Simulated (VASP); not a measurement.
# Zn (Im-3m) in VASP: a series of runs, part 2 of 2

VASP 6.6.1. Earlier steps stand in the parts before.

**3. Single point, PBEsol**

This run uses another cell than the first one, of 15.06 Å³/atom, 0.907 times its volume.

Input file INCAR:

```
PREC = Accurate ; ENCUT = 520
EDIFF = 1E-6 ; ISMEAR = 1
SIGMA = 0.05 ; LREAL = F
LASPH = T ; NELM = 60
ALGO = Fast ; ISIF = 2
LWAVE = F ; LCHARG = T
GGA = PS ; LELF = T
LVHAR = T ; NBANDS = 12
```

Input file KPOINTS:

```
Automatic mesh
0
Gamma
  10 10 10
```

Input file POSCAR:

```
Zn
1.0
   -1.5558511917      1.5558511917      1.5558511917
    1.5558511917     -1.5558511917      1.5558511917
    1.5558511917      1.5558511917     -1.5558511917
Zn
1
Direct
    0.0000000000      0.0000000000      0.0000000000
```

Potentials or basis: VASP PAW PBE potentials, release 64 (Zn).

Started as:

```
$ cat potpaw_PBE.64/Zn/POTCAR > POTCAR
$ mpirun -np 1 vasp_std > vasp.out
```

OUTCAR:

```text
PREC = Accurate
   ENCUT = 520
   EDIFF = 1E-6
   ISMEAR = 1
   LREAL = F
   LASPH = T
   NELM = 60
   ISIF = 2
   GGA = PS

 ion  position               nearest neighbor table
   1  0.000  0.000  0.000-

  LATTYP: Found a body centered cubic cell.
 ALAT       =     3.1117023834

  Lattice vectors:

 A1 = (  -1.5558511917,   1.5558511917,   1.5558511917)
 A2 = (   1.5558511917,  -1.5558511917,   1.5558511917)
 A3 = (   1.5558511917,   1.5558511917,  -1.5558511917)

Analysis of symmetry for initial positions (statically):
=====================================================================
 Subroutine PRICEL returns:
 Original cell was already a primitive cell.

 Routine SETGRP: Setting up the symmetry group for a
 body centered cubic supercell.

 Subroutine GETGRP returns: Found 48 space group operations
 (whereof 48 operations were pure point group operations)
 out of a pool of 48 trial point group operations.

The static configuration has the point symmetry O_h .

Analysis of symmetry for dynamics (positions and initial velocities):
=====================================================================
 Subroutine PRICEL returns:
 Original cell was already a primitive cell.

 Routine SETGRP: Setting up the symmetry group for a
 body centered cubic supercell.

 Subroutine GETGRP returns: Found 48 space group operations
 (whereof 48 operations were pure point group operations)
 out of a pool of 48 trial point group operations.

The dynamic configuration has the point symmetry O_h .

 Subroutine INISYM returns: Found 48 space group operations
 (whereof 48 operations are pure point group operations),
 and found     1 'primitive' translations

----------------------------------------------------------------------------------------

                                     Primitive cell

  volume of cell :      15.0648

  direct lattice vectors                    reciprocal lattice vectors
    -1.555851192  1.555851192  1.555851192     0.000000000  0.321367495  0.321367495
     1.555851192 -1.555851192  1.555851192     0.321367495  0.000000000  0.321367495
     1.555851192  1.555851192 -1.555851192     0.321367495  0.321367495  0.000000000

  length of vectors
     2.694813313  2.694813313  2.694813313     0.454482270  0.454482270  0.454482270

  position of ions in fractional coordinates (direct lattice)
     0.000000000  0.000000000  0.000000000

  ion indices of the primitive-cell ions
   primitive index   ion index
                 1           1

----------------------------------------------------------------------------------------

 KPOINTS: Automatic mesh

Automatic generation of k-mesh.
 Grid dimensions read from file:
 generate k-points for:   10   10   10

 Generating k-lattice:

  Cartesian coordinates                     Fractional coordinates (reciprocal lattice)
     0.000000000  0.032136749  0.032136749     0.100000000  0.000000000  0.000000000
     0.032136749  0.000000000  0.032136749     0.000000000  0.100000000  0.000000000
     0.032136749  0.032136749  0.000000000     0.000000000  0.000000000  0.100000000

  Length of vectors
     0.045448227  0.045448227  0.045448227

  Shift w.r.t. Gamma in fractional coordinates (k-lattice)
     0.000000000  0.000000000  0.000000000

 Subroutine IBZKPT returns following result:
 ===========================================

 Found     47 irreducible k-points:

 Following reciprocal coordinates:
            Coordinates               Weight
  0.000000  0.000000  0.000000      1.000000
  0.100000  0.000000  0.000000     12.000000
  0.200000  0.000000  0.000000     12.000000
  0.300000  0.000000  0.000000     12.000000
  0.400000  0.000000  0.000000     12.000000
  0.500000  0.000000  0.000000      6.000000
[... 16 lines left out ...]
  0.300000  0.300000  0.100000      8.000000
 -0.300000  0.300000  0.100000     24.000000
 [... further k-points ...]
   k-points           NKPTS =     47   k-points in BZ     NKDIM =     47   number of bands    NBANDS=     12
   number of dos      NEDOS =    301   number of ions     NIONS =      1
   total plane-waves  NPLWV =   8000
   dimension x,y,z NGX =    20 NGY =   20 NGZ =   20
   dimension x,y,z NGXF=    40 NGYF=   40 NGZF=   40
   ions per type =               1
   NGX,Y,Z   is equivalent  to a cutoff of  12.34, 12.34, 12.34 a.u.
   NGXF,Y,Z  is equivalent  to a cutoff of  24.68, 24.68, 24.68 a.u.
 SYSTEM =  unknown system
   PREC   = accura    normal or accurate (medium, high low for compatibility)
   ISTART =      0    job   : 0-new  1-cont  2-samecut
   ICHARG =      2    charge: 1-file 2-atom 10-const
   ISPIN  =      1    spin polarized calculation?
   LNONCOLLINEAR =      F non collinear calculations
   LSORBIT =      F    spin-orbit coupling
   LASPH  =      T    aspherical Exc in radial PAW
   ENCUT  =  520.0 eV  38.22 Ry    6.18 a.u.   5.01  5.01  5.01*2*pi/ulx,y,z
   NELM   =     60;   NELMIN=  2; NELMDL= -5     # of ELM steps
   EDIFF  = 0.1E-05   stopping-criterion for ELM
   LREAL  =      F    real-space projection
   EDIFFG = 0.1E-04   stopping-criterion for IOM
   NSW    =      0    number of steps for IOM
   IBRION =     -1    ionic relax: 0-MD 1-quasi-New 2-CG
   NFREE  =      0    steps in history (QN), initial steepest desc. (CG)
   ISIF   =      2    stress and relaxation
   ISYM   =      2    0-nonsym 1-usesym 2-fastsym
   POTIM  = 0.5000    time-step for ionic-motion
   TEBEG  =    0.0;   TEEND  =   0.0 temperature during run
   PSTRESS=    0.0 pullay stress
   NELECT =      12.0000    total number of electrons
   NUPDOWN=      -1.0000    fix difference up-down
   EMIN   =  10.00;   EMAX   =-10.00  energy-range for DOS
   EFERMI =   0.00;   METHOD = LEGACY
   ISMEAR =     1;   SIGMA  =   0.05  broadening in eV -4-tet -1-fermi 0-gaus
   EFERMI_NEDOS =   21; number of points for ismear=-14 and -15
   IALGO  =     68    algorithm
   IMIX   =      4    mixing-type and parameters
     AMIX     =   0.40;   BMIX     =  1.00
     AMIX_MAG =   1.60;   BMIX_MAG =  1.00
  volume/ion in A,a.u.               =      15.06       101.66
  Fermi-wavevector in a.u.,A,eV,Ry     =   1.517565  2.867781 31.334250  2.303002
  Thomas-Fermi vector in A             =   2.626803
   LORBIT       =      0    0 simple, 1 ext, 2 COOP (PROOUT), +10 PAW based schemes
   GGA     = PS    functional components
   LHFCALC =     F    Hartree Fock is set to
   AEXX    =    0.0000 exact exchange contribution
   IVDW    =     0    specifies the selected vdW correction
   LEPSILON=     F    determine dielectric tensor
   LRPA    =     F    only Hartree local field effects (RPA)
 non-spin polarized calculation
 RMM-DIIS sequential band-by-band and
 Methfessel and Paxton  Order N= 1 SIGMA  =   0.05
  energy-cutoff  :      520.00
  volume of cell :       15.06
 maximum number of plane-waves:       418
   NGX =  9   NGY =  9   NGZ =  9

 number of electron      12.0000021 magnetization

 Free energy of the ion-electron system (eV)
  ---------------------------------------------------
  ext. energy  EPLUGINS =         0.00000000
  ---------------------------------------------------
  free energy    TOTEN  =        -1.49188534 eV

  energy without entropy =       -1.49148510  energy(sigma->0) =       -1.49175192

 E-fermi :   3.3650     XC(G=0): -11.7631

 val. band max:        3.2784516889   @ k =  -0.4000   0.4000   0.4000
 cond. band min:       3.3819308933   @ k =   0.4000   0.1000  -0.0000
 fundamental gap:      0.1034792044
 Fermi energy:         3.3650196994

 k-point     1 :       0.0000    0.0000    0.0000
  band No.  band energies     occupation
      1      -7.4587      2.00000
      2      -4.6931      2.00000
      3      -4.6931      2.00000
      4      -4.6931      2.00000
      5      -4.1681      2.00000
      6      -4.1681      2.00000
      7      22.4477      0.00000
      8      22.4477      0.00000
      9      22.4477      0.00000
     10      24.0429      0.00000
     11      24.0429      0.00000
     12      24.0430      0.00000
[... 331 lines left out ...]
 k-point    24 :      -0.3000    0.3000    0.1000
  band No.  band energies     occupation
      1      -5.2773      2.00000
      2      -4.8187      2.00000
      3      -4.4296      2.00000
      4      -4.2792      2.00000
      5      -4.1551      2.00000
      6      -3.4610      2.00000
      7       9.2913      0.00000
      8      14.5108      0.00000
      9      16.0829      0.00000
     10      20.9122      0.00000
     11      21.6982      0.00000
     12      23.8409      0.00000

 [... further k-points ...]

------------------------ aborting loop because EDIFF is reached ----------------------------------------

  FORCE on cell =-STRESS in cart. coord.  units (eV):
  Direction    XX          YY          ZZ          XY          YZ          ZX
  --------------------------------------------------------------------------------------
  -------------------------------------------------------------------------------------
  Total       -0.3095004     -0.3095004     -0.3095004     -0.0000000     -0.0000000     -0.0000000
  in kB      -32.9160413    -32.9160413    -32.9160413     -0.0000000     -0.0000000     -0.0000000
  external PRESSURE =     -32.9160413 kB  Pullay stress =       0.0000000 kB

 VOLUME and BASIS-vectors are now :
 -----------------------------------------------------------------------------
  energy-cutoff  :      520.00
  volume of cell :       15.06
      direct lattice vectors                 reciprocal lattice vectors
    -1.555851192  1.555851192  1.555851192     0.000000000  0.321367495  0.321367495
     1.555851192 -1.555851192  1.555851192     0.321367495  0.000000000  0.321367495
     1.555851192  1.555851192 -1.555851192     0.321367495  0.321367495  0.000000000

 POSITION                                       TOTAL-FORCE (eV/Angst)
 -----------------------------------------------------------------------------------
      0.00000      0.00000      0.00000         0.000000     -0.000000     -0.000000
 -----------------------------------------------------------------------------------
    total drift:                                0.000000     -0.000000      0.000000

  FREE ENERGIE OF THE ION-ELECTRON SYSTEM (eV)
  ---------------------------------------------------
  free  energy   TOTEN  =        -1.4918853360 eV

  energy  without entropy=       -1.4914850970  energy(sigma->0) =       -1.49175192
```

OSZICAR:

```text
N       E                     dE             d eps       ncg     rms          rms(c)
DAV:   1     0.407022998777E+02    0.40702E+02   -0.65100E+03  1204   0.155E+03
DAV:   2    -0.473361014366E+00   -0.41176E+02   -0.39052E+02  1172   0.212E+02
DAV:   3    -0.162640221701E+01   -0.11530E+01   -0.11515E+01  1328   0.353E+01
DAV:   4    -0.162891536809E+01   -0.25132E-02   -0.25131E-02  1268   0.161E+00
DAV:   5    -0.162891734322E+01   -0.19751E-05   -0.19753E-05  1272   0.440E-02    0.297E+00
RMM:   6    -0.150160999714E+01    0.12731E+00   -0.31568E-01  1365   0.754E+00    0.227E+00
RMM:   7    -0.149544709408E+01    0.61629E-02   -0.99723E-03  1419   0.153E+00    0.111E+00
RMM:   8    -0.149194031912E+01    0.35068E-02   -0.17756E-03  1348   0.379E-01    0.668E-02
RMM:   9    -0.149189592206E+01    0.44397E-04   -0.50882E-04  1451   0.350E-01    0.628E-02
RMM:  10    -0.149188521296E+01    0.10709E-04   -0.32481E-05  1436   0.667E-02    0.526E-03
RMM:  11    -0.149188533596E+01   -0.12300E-06   -0.26320E-06  1076   0.179E-02
   1 F= -.14918853E+01 E0= -.14917519E+01  d E =-.400239E-03
```

stdout:

```text
POSCAR found type information on POSCAR Zn
 POSCAR found :  1 types and       1 ions
 scaLAPACK will be used
 -----------------------------------------------------------------------------
|                                                                             |
|                                                                             |
|     You enforced a specific xc type in the INCAR file but a different       |
|     I HOPE YOU KNOW WHAT YOU ARE DOING!                                     |
|                                                                             |
 -----------------------------------------------------------------------------

 LDA part: xc-table for (Slater+PW92), standard interpolation
 POSCAR, INCAR and KPOINTS ok, starting setup
 FFT: planning ... GRIDC
 FFT: planning ... GRID_SOFT
 FFT: planning ... GRID
 WAVECAR not read
 entering main loop
```

It took 6.2 s on 1 thread of Intel Xeon Platinum 8559C (Emerald Rapids), shared host; peak memory 0.12 GiB.

What came out:

| Item | Value |
| --- | --- |
| Free energy | -1.4919 eV |
| Pressure | -3.3 GPa |
| Band gap on the k mesh | none (metal or under the smearing width) |

Levels at points of the mesh, in eV from the Fermi level:
| k point | band 4 | band 5 | band 6 | band 7 | band 8 | band 9 |
| --- | --- | --- | --- | --- | --- | --- |
| (0.00, 0.00, 0.00) | -8.06 | -7.53 | -7.53 | 19.08 | 19.08 | 19.08 |
| (0.50, 0.00, 0.00) | -7.50 | -7.19 | -3.03 | -1.22 | 11.18 | 12.56 |
| (0.50, 0.50, 0.50) | -7.27 | -7.27 | 3.94 | 3.94 | 3.94 | 7.46 |

Caveat: the PAW data sets were made with another functional, which shifts forces and pressure a little.

**4. Single point, PBEsol**

This run uses another cell than the first one, of 16.22 Å³/atom, 0.977 times its volume.

Input file INCAR:

```
SYSTEM = Zn
PREC = Accurate
ENCUT = 520
EDIFF = 1E-7
ISMEAR = 1
SIGMA = 0.05
LREAL = .False.
LASPH = .True.
NELM = 80
ALGO = Fast
ISIF = 2
LWAVE = .False.
LCHARG = .False.
GGA = PS
NBANDS = 12
```

Input file KPOINTS:

```
Automatic mesh
0
Gamma
  10 10 10
  0 0 0
```

Input file POSCAR:

```
Zn
1.0
   -1.5947634905      1.5947634905      1.5947634905
    1.5947634905     -1.5947634905      1.5947634905
    1.5947634905      1.5947634905     -1.5947634905
Zn
1
Direct
    0.0000000000      0.0000000000      0.0000000000
```

Started as:

```
$ cat potpaw_PBE.64/Zn/POTCAR > POTCAR
$ mpirun -np 1 vasp_std > vasp.out
```

It took 9.2 s on 1 thread of Intel Xeon Platinum 8559C (Emerald Rapids), shared host; peak memory 0.13 GiB.

It converged, with:

```yaml
Free_energy: -1.4514 eV
Pressure: -7.4 GPa
Band_gap_on_the_k_mesh: none (metal or under the smearing width)
```

Levels at points of the mesh, in eV from the Fermi level:
| k point | band 3 | band 4 | band 5 | band 6 | band 7 | band 8 | band 9 | band 10 |
| --- | --- | --- | --- | --- | --- | --- | --- | --- |
| (0.00, 0.00, 0.00) | -7.77 | -7.77 | -7.32 | -7.32 | 17.96 | 17.96 | 17.96 | 20.11 |
| (0.50, 0.00, 0.00) | -7.34 | -7.29 | -7.01 | -2.65 | -1.27 | 10.66 | 12.13 | 14.67 |
| (0.50, 0.50, 0.50) | -7.08 | -7.08 | -7.08 | 3.89 | 3.89 | 3.89 | 6.69 | 8.18 |

Caveat: the PAW data sets were made with another functional, which shifts forces and pressure a little.

**5. Overview**

| cell | gap on the mesh (eV) | pressure (GPa) |
| --- | --- | --- |
| Im-3m, 16.61 Å³/atom | none | -8.4 |
| Im-3m, 15.06 Å³/atom | none | -3.3 |
| Im-3m, 16.22 Å³/atom | none | -7.4 |

Alike in all rows: task single point; level PBEsol; potentials or basis VASP PAW PBE potentials, release 64 (Zn); no spin polarisation; k mesh 10 × 10 × 10; cutoff (eV) 520; smearing methfessel-paxton 0.05 eV.

Every run on the cell as given and a fine mesh finds a metal.

Caveats: the PAW data sets were made with another functional, which shifts forces and pressure a little.

Total energies depend on the potentials used, so only differences within one code and one set of settings carry meaning.
